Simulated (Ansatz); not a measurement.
# SiO2 (P6_222) in Ansatz: reference runs

Reference runs on SiO2: the cell as given and a disturbed copy.

Everything below comes from runs of Ansatz 0.2.0. Logs are shortened: lines on timing, memory, paths and dates and some standing lists are left out, and cuts for length are marked.

## (1) The structure

The structure is hexagonal, space group P6_222 (No. 180). The conventional cell has a = 5.061 Å, b = 5.061 Å, c = 5.541 Å, α = 90.00°, β = 90.00°, γ = 120.00°. Si (site symmetry 222) has 4 O at 1.61 Å as nearest neighbours. O (site symmetry 2) is surrounded by 2 Si at 1.61 Å.

The cell comes from a database or a generator and needn't be the stable form of this composition.

## (2) Single point, PBE

The input, input.yaml:

```yaml
crystal:
  lattice:
    - [5.0610887587, 0.0, 0.0]
    - [-2.5305443793, 4.3830314358, 0.0]
    - [0.0, 0.0, 5.54050141]
  atoms:
    - { symbol: Si, position: [0.5, 0.0, 0.0] }
    - { symbol: Si, position: [0.5, 0.5, 0.3333333333] }
    - { symbol: Si, position: [0.0, 0.5, 0.6666666667] }
    - { symbol: O, position: [0.41725657, 0.208628285, 0.1666666667] }
    - { symbol: O, position: [0.791371715, 0.208628285, 0.8333333333] }
    - { symbol: O, position: [0.208628285, 0.41725657, 0.5] }
    - { symbol: O, position: [0.58274343, 0.791371715, 0.1666666667] }
    - { symbol: O, position: [0.208628285, 0.791371715, 0.8333333333] }
    - { symbol: O, position: [0.791371715, 0.58274343, 0.5] }
hamiltonian:
  xc: pbe
  pseudopotentials: { kind: paw }
kpoints:
  mp_grid: { grid: [6, 6, 5] }
scf:
  occupations: { method: fermi_dirac, width: 0.05 }
output:
  forces: true
  stress: true
  eigenvalues: true
```

Potentials or basis: Ansatz PAW.

Launch:

```bash
$ ansatz run input.yaml --threads 4 --pin off --max-ram 11264MiB --backend cpu --events-out ev --progress --plain --runs-dir out
```

The program printed:

```text
Warning: RAYON_NUM_THREADS=4 ignored (pool sized by the plan → 4); use --threads N
Engine: ansatz 0.2.0, aarch64-unknown-linux-gnu
Pseudopotentials: kind: paw
Pseudopotential: Si, paw, valence charge 4, recommended cutoff 420 eV (normal), Si.paw.azcp
Pseudopotential: O, paw, valence charge 6, recommended cutoff 420 eV (normal), O.paw.azcp
Functional definition: PBE
  parameter kappa = 0.804
  parameter beta = 0.06672455060314922
  exchange = pbe_x(kappa = kappa, mu = beta*pi^2/3)
  correlation = pbe_c(beta = beta)
Crystal: 9 atoms, lattice volume = 122.904 Å³
Basis set: ecut = 420 eV, 2449 PW (Γ), exchange–correlation on 72×72×80 points (8 copies of the dense FFT grid, shifted against one another)
Bands: 33, of which v1, the nominal top of the filled ones, is band 24 counted from 1 (23 counted from 0)
Symmetry: 12 space group operations
Space group: P6222 (ITA 180), of the structure as read, at distance tolerance 5.0e-5 Å
k-points: 21 of 180 (time reversal used)
Non-local potential: Si, projectors of the file, l = 0: 2, l = 1: 2, l = 2: 2
Non-local potential: O, projectors of the file, l = 0: 2, l = 1: 2, l = 2: 1
PAW form: soft (Blöchl's): semilocal exchange-correlation on the pseudo side does not see the compensation charge
PAW one-centre angular grid: Si, 110 points (default); XC on 64 Gauss nodes
PAW one-centre angular grid: O, 110 points (default); XC on 64 Gauss nodes
Initial density: superposition of atomic densities (neutral atoms: chi_scale 0, normalization atom), corrected by the library's trained network
Initial wavefunctions: pseudopotential atomic-orbital guess
Functional: x = pbe(κ = 0.804, μ = 0.2195149727645171), c = pbe(β = 0.06672455060314922)
SCF iter   1: F=—  HF=-5322.137695 eV  |F-HF|=—  |Δ(HF+E_count)|=         —  Δρ=1.63e-3  dr2=2.10e-3  ethr=1.77e-3  ⟨swp⟩=6.7  Hψ=3827  notcnv=0  defer=15
preconditioner: auto → Resta (q_TF=auto, 2.333 Å⁻¹)  ε∞=2.9  [insulator: Δε(μ)=5.700 eV  Ē_g=16.848 eV  σ=0.050 eV  W_gap=1.00  n_scr=22 (ndim 8)  ℏωp=23.2 eV  f_vac=0.192  D(μ)=0.00/eV (n_scr^D=0)  ε∞_Penn≈2.9]
SCF iter   2: F=—  HF=-5322.139605 eV  |F-HF|=—  |Δ(HF+E_count)|=   1.91e-3  Δρ=5.93e-4  dr2=1.77e-4  ethr=4.37e-6  ⟨swp⟩=2.3  Hψ=1359  notcnv=0  defer=28
SCF iter   3: F=—  HF=-5322.139986 eV  |F-HF|=—  |Δ(HF+E_count)|=   3.81e-4  Δρ=2.47e-4  dr2=4.21e-5  ethr=3.69e-7  ⟨swp⟩=2.7  Hψ=1186  notcnv=0  defer=12
automatic band count: iteration 3 solves 32 bands in place of 33: the levels show a gap, and the empty bands left out lie too high to hold charge; the band table lists the bands solved (type scf.n_extra_bands for more)
SCF iter   4: F=—  HF=-5322.140033 eV  |F-HF|=—  |Δ(HF+E_count)|=   4.72e-5  Δρ=3.96e-5  dr2=1.76e-6  ethr=8.77e-8  ⟨swp⟩=2.0  Hψ=1057  notcnv=0  defer=12
SCF iter   5: F=—  HF=-5322.140035 eV  |F-HF|=—  |Δ(HF+E_count)|=   1.87e-6  Δρ=7.95e-6  dr2=1.29e-7  ethr=3.66e-9  ⟨swp⟩=2.9  Hψ=1276  notcnv=0  defer=12
SCF iter   6: F=-5322.140035 eV  HF=-5322.140035 eV  |F-HF|=6.85e-9  |Δ(HF+E_count)|=   1.67e-7  Δρ=1.70e-6  dr2=5.45e-9  ethr=2.08e-10  ⟨swp⟩=9.2  Hψ=2922  notcnv=0
SCF 1 converged in 6 iterations: F = -5322.140035 eV  dr2 = 5.45e-9
SCF converged after 6 iterations
Free energy (F): -5322.140035 eV
Harris-Foulkes:  -5322.140035 eV  (|F-HF|=6.85e-9)
Internal energy: -5322.140035 eV  (E = F + TS)
E sigma→0 (E₀):  -5322.140035 eV
Fermi energy:    4.799230 eV
--- Per-component energies (eV) ---
  E_band       = -243.167186
  E_kinetic    = 1210.036868
  E_local      = -3182.139548  (includes V_loc(G=0)·N_el)
  E_nonlocal   = 361.102562
  E_hartree    = 1154.992472
  E_xc         = -612.916906
  E_vxc        = -711.429829  (∫ρ·V_xc dr)
  E_paw        = -2494.608346  (= ΣΔE_a)
  E_vpaw       = -230.737981  (= ΣTr[D̂ρ^β])
  E_aug_tail   = 0.015703  (compensation charges beyond the density's cutoff)
  E_ewald      = -1758.622841
  E_smearing   = -0.000000  (= −TS)
  E_closure    = 0.000000  (closes the sum)
  Σ components = -5322.140035   (vs F -5322.140035, Δ=0.00e0)
--- Forces (eV/Å), atoms counted from 1 ---
  atom   1  Si    -0.00000000     0.00000000    -0.00000000
  atom   2  Si     0.00000000    -0.00000000    -0.00000000
  atom   3  Si     0.00000000    -0.00000000     0.00000000
  atom   4  O     -0.21560948    -0.12448219     0.00000000
  atom   5  O      0.21560948    -0.12448219    -0.00000000
  atom   6  O     -0.00000000    -0.24896438    -0.00000000
  atom   7  O      0.21560948     0.12448219     0.00000000
  atom   8  O     -0.21560948     0.12448219    -0.00000000
  atom   9  O      0.00000000     0.24896438    -0.00000000
  max |Σ_I F_I| component: 5.55e-17 eV/Å
--- Stress (GPa, compression-positive) ---
        5.005805      -0.000000      -0.000000
       -0.000000       5.005805       0.000000
        0.000000      -0.000000       4.929142
  P = ⅓ Tr σ = 4.9803 GPa (49.803 kbar)
--- Band table (eV; the first three rows and the last of 21) ---
  k-point 0: bands = ["-17.5630", "-16.1019", "-16.1019", "-15.5036", "-15.4536", "-15.4536", "-6.6906", "-6.6906", "-3.8580", "-3.5883", "-3.4935", "-3.4935", "-1.0290", "-1.0021", "-1.0021", "-0.7054", "0.1327", "0.1409", "0.1409", "0.8708", "0.8708", "1.3981", "1.3981", "1.6663", "7.5769", "10.8588", "10.8588", "11.0975", "11.0975", "11.9795", "12.9891", "14.0407"]
  k-point 1: bands = ["-17.4908", "-16.5409", "-15.7153", "-15.4986", "-15.4598", "-15.4518", "-7.4086", "-5.8106", "-3.9029", "-3.7968", "-3.7431", "-3.1232", "-1.0733", "-0.9543", "-0.8294", "-0.5953", "-0.0433", "0.0662", "0.1238", "0.3647", "0.9957", "1.2944", "1.7111", "1.7347", "7.9389", "10.6362", "10.7156", "10.9748", "11.5969", "12.2318", "12.7808", "13.9033"]
  k-point 2: bands = ["-17.2805", "-16.9521", "-15.4860", "-15.4815", "-15.4713", "-15.4518", "-7.8182", "-4.9289", "-4.2030", "-3.9737", "-3.9589", "-2.8433", "-0.9695", "-0.8283", "-0.6875", "-0.3476", "-0.3144", "-0.1065", "-0.1019", "0.0434", "0.7452", "1.5342", "1.8113", "1.8631", "8.8548", "9.9453", "10.4164", "11.3303", "12.0723", "12.2462", "12.9016", "13.7504"]
  k-point 20: bands = ["-17.0577", "-16.5166", "-16.3136", "-15.5121", "-15.4875", "-15.4763", "-6.3732", "-5.8362", "-4.9912", "-3.5809", "-3.2685", "-3.2680", "-1.3962", "-1.0436", "-1.0026", "-0.2566", "-0.1687", "-0.1264", "0.6210", "0.8257", "0.8958", "1.0913", "1.1389", "1.3623", "10.4682", "10.9937", "11.5334", "11.5894", "11.9444", "12.0984", "12.2199", "12.7486"]
```

It took 3.4 s on 4 threads of Arm Neoverse N1, shared host; peak memory 0.4 GiB.

What came out:

```
Free energy            : -5322.1400 eV
Pressure               : 5.0 GPa
Largest force          : 0.249 eV/Å
Band gap on the k mesh : 5.71 eV, indirect (least direct gap 5.91 eV)
```

Forces in eV/Å, atoms in the order of the input:
```
Si   0.000  0.000  0.000
Si   0.000  0.000  0.000
Si   0.000  0.000  0.000
O   -0.216 -0.124  0.000
O    0.216 -0.124  0.000
O    0.000 -0.249  0.000
O    0.216  0.124  0.000
O   -0.216  0.124  0.000
O    0.000  0.249  0.000
```

Stress tensor (GPa, compression positive):
```
5.01 0.00 0.00
0.00 5.01 0.00
0.00 0.00 4.93
```

Caveat: odd divisions of the mesh miss points on the zone boundary, where band edges often lie, so the gap on the mesh can be too wide; the pressure holds a Pulay correction of +0.6 GPa for the finite cutoff. A k mesh can miss the band edges.

## (3) Single point, PBE (atoms moved at random, drawn with an rms of 0.05 Å)

The input, input.yaml:

```yaml
crystal:
  lattice:
    - [5.0610887587, 0.0, 0.0]
    - [-2.5305443793, 4.3830314358, 0.0]
    - [0.0, 0.0, 5.54050141]
  atoms:
    - { symbol: Si, position: [0.501882, -0.004156, -0.003606] }
    - { symbol: Si, position: [0.510704, 0.500934, 0.321893] }
    - { symbol: Si, position: [-0.002116, 0.501213, 0.67224] }
    - { symbol: O, position: [0.419719, 0.210647, 0.155283] }
    - { symbol: O, position: [0.790785, 0.22425, 0.827289] }
    - { symbol: O, position: [0.205566, 0.417253, 0.50188] }
    - { symbol: O, position: [0.577046, 0.792689, 0.167719] }
    - { symbol: O, position: [0.208372, 0.779207, 0.831387] }
    - { symbol: O, position: [0.79849, 0.573667, 0.494786] }
hamiltonian:
  xc: pbe
  pseudopotentials: { kind: paw }
kpoints:
  mp_grid: { grid: [6, 6, 5] }
scf:
  occupations: { method: fermi_dirac, width: 0.05 }
output:
  forces: true
  stress: true
  eigenvalues: true
```

Potentials or basis: Ansatz PAW.

Launch:

```bash
$ ansatz run input.yaml --threads 4 --pin off --max-ram 11264MiB --backend cpu --events-out ev --progress --plain --runs-dir out
```

Run time: 16 s. Hardware: 4 threads of Arm Neoverse N1, shared host; peak memory 0.55 GiB.

Results (log left out):

```
Free energy            : -5321.6057 eV
Pressure               : 8.0 GPa
Largest force          : 4.613 eV/Å
Band gap on the k mesh : 5.40 eV, indirect (least direct gap 5.58 eV)
```

Forces in eV/Å, atoms in the order of the input:
```
Si  -0.538  0.862 -1.151
Si  -1.612 -0.751  2.901
Si   1.758  0.170 -3.232
O   -0.342 -0.175 -0.016
O   -0.895 -3.720  2.576
O    2.093  0.069 -1.366
O    0.917  0.242 -0.044
O    0.521  2.575  1.736
O   -1.903  0.728 -1.404
```

Stress tensor (GPa, compression positive):
```
 3.18 -1.53  3.40
-1.53 13.23 -1.13
 3.40 -1.13  7.71
```

Levels at points of the mesh, in eV from the valence-band top:
```csv
k point,band 22,band 23,band 24,band 25,band 26,band 27
"(0.00, 0.00, 0.00)",-0.89,-0.66,-0.18,5.40,8.42,8.55
"(0.00, -0.50, 0.00)",-1.23,-0.48,0.00,7.44,8.23,9.10
"(-0.50, 0.00, 0.00)",-1.06,-0.57,-0.27,7.46,8.33,9.09
"(-0.50, -0.50, 0.00)",-0.95,-0.58,-0.25,7.45,8.12,9.11
```

Caveat: odd divisions of the mesh miss points on the zone boundary, where band edges often lie, so the gap on the mesh can be too wide; the pressure holds a Pulay correction of +0.6 GPa for the finite cutoff. A k mesh can miss the band edges.
